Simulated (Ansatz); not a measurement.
Ru: relaxation of cell and atoms

Method: DFT, PBE, PAW with Ansatz's default frozen-core files, scalar-relativistic (Ansatz 0.2.0).

Command: `ansatz run input.yaml --threads 1 --pin off --max-ram 2048MiB --backend cpu --events-out ev --progress --plain --runs-dir out` The run took about 5.5 s on 1 thread of a shared machine.

```yaml
crystal:
  lattice:
    - [0.0, 1.8104788528, 1.8104788528]
    - [1.8104788528, 0.0, 1.8104788528]
    - [1.8104788528, 1.8104788528, 0.0]
  atoms:
    - { symbol: Ru, position: [0.0, 0.0, 0.0] }
kpoints:
  mp_grid: { grid: [16, 16, 16] }
scf:
  occupations: { method: fermi_dirac, width: 0.05 }
hamiltonian:
  xc: pbe
  pseudopotentials: { kind: paw }
output:
  forces: true
  stress: true
  write_density: true
  write_potential: true
  elf: true
  volumetric_format: npy
relax:
  f_tol: 0.005
  max_steps: 80
  cell: {}
```

The cell is built from the fcc type as a first guess.

The cutoff is 420 eV; energies and pressures of the walk include the program's estimate of the Pulay term.

Each frame lists the cell vectors (Å), then Cartesian positions (Å); symmetry keeps all forces zero. Free energies count from the first step, -5878.2197 eV.

The walk took 7 evaluations in all; steps that aren't listed are left out.

Step 1: E = 0.0 meV, P = 67.66 GPa

```
cell 0.0000 1.8105 1.8105 1.8105 0.0000 1.8105 1.8105 1.8105 0.0000
Ru    0.0000    0.0000    0.0000
```

Step 2:

```
cell 0.0000 1.8987 1.8987 1.8987 0.0000 1.8987 1.8987 1.8987 0.0000
Ru    0.0000    0.0000    0.0000
```

**Question.** Give the energy, pressure of step 2.

**Answer.** E = -356.3 meV, P = 3.21 GPa
```
Ru    0.0000    0.0000    0.0000
```

**Question.** How does the relaxation end?

**Answer.** It converges, with a = 3.811 Å, b = 3.811 Å, c = 3.811 Å, α = 90.00°, β = 90.00°, γ = 90.00° (conventional cell, space group Fm-3m). The last solve (on a basis chosen afresh for the final cell, so its energy is not quite comparable) gives E = -358.9 meV, P = 0.00 GPa:
```
cell 0.0000 1.9054 1.9054 1.9054 0.0000 1.9054 1.9054 1.9054 0.0000
Ru    0.0000    0.0000    0.0000
```
